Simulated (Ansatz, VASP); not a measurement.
**One calculation of Sr, two programs**

```
CELL_PARAMETERS angstrom
-2.41471 2.41471 2.41471
2.41471 -2.41471 2.41471
2.41471 2.41471 -2.41471
ATOMIC_POSITIONS crystal
Sr 0.00000 0.00000 0.00000
```

The cell was built by a generator and needn't be a form met in nature.

Alike in both runs: task relaxation of cell and atoms; functional RPBE; k mesh 9 × 9 × 9; occupations fermi-dirac, width 0.1 eV; no spin polarisation.

|  | VASP | Ansatz |
| --- | --- | --- |
| version | VASP 6.6.1 | Ansatz 0.2.0 |
| potentials or method | VASP PAW PBE potentials, release 64 (Sr_sv) | plane waves (420 eV) with PAW, scalar-relativistic |
| plane-wave cutoff (eV) | 600 | 420 |
| valence electrons in the cell | 10 | 10 |

```csv
,VASP,Ansatz,Ansatz less VASP
relaxed volume (Å³/atom),58.04,57.92,-0.124
relaxed cell length with the largest relative difference (Å),4.225,4.222,-0.0030
energy change over the relaxation (meV/atom),-2,-2,+0.1
```

Caveats: the PAW data sets were made with another functional, which shifts forces and pressure a little (VASP).
